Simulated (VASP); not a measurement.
A run of VASP 6.6.1 is set up as follows.

run.py

```python
from ase.calculators.vasp import Vasp
from ase.dft.bandgap import bandgap
from ase.io import read

atoms = read('POSCAR')
atoms.set_initial_magnetic_moments([1.0])
calc = Vasp(
    directory='calc',
    xc='pbe',
    pp='PBE',
    setups='materialsproject',
    prec='Accurate',
    encut=520,
    ediff=1e-06,
    ismear=0,
    sigma=0.1,
    lreal=False,
    lasph=True,
    nelm=150,
    algo='Normal',
    isif=2,
    lwave=False,
    lcharg=True,
    ispin=2,
    lorbit=11,
    lmaxmix=4,
    lelf=True,
    lvhar=True,
    kpts=[13, 13, 13],
    gamma=True,
    nbands=18,
)
atoms.calc = calc

print('energy (eV):', atoms.get_potential_energy())
print('free energy (eV):', atoms.get_potential_energy(force_consistent=True))
print('forces (eV/A):')
print(atoms.get_forces())
print('stress (eV/A^3, Voigt):', atoms.get_stress())
print('Fermi level (eV):', calc.get_fermi_level())
print('moment (muB):', atoms.get_magnetic_moment())
print('site moments (muB):', atoms.get_magnetic_moments())
gap, top, bottom = bandgap(calc)
print('band gap (eV):', gap, 'from (spin, k, band)', top, 'to', bottom)
```

The input POSCAR:

```
Ni
1.0
   -1.3837154700      1.3837154700      1.3837154700
    1.3837154700     -1.3837154700      1.3837154700
    1.3837154700      1.3837154700     -1.3837154700
Ni
1
Direct
    0.0000000000      0.0000000000      0.0000000000
```

Potentials or basis: VASP PAW PBE potentials, release 64 (Ni_pv).

Command:

```sh
$ python run.py
```

Task: What does it give for the band gap on the k mesh?

Result: None (metal or under the smearing width).

Task: Predict the site moments.

Result: Ni +0.61 μB.

Task: Predict the net moment.

Result: 0.59 μB per cell.

Task: Estimate the pressure.

Result: 5.4 GPa.
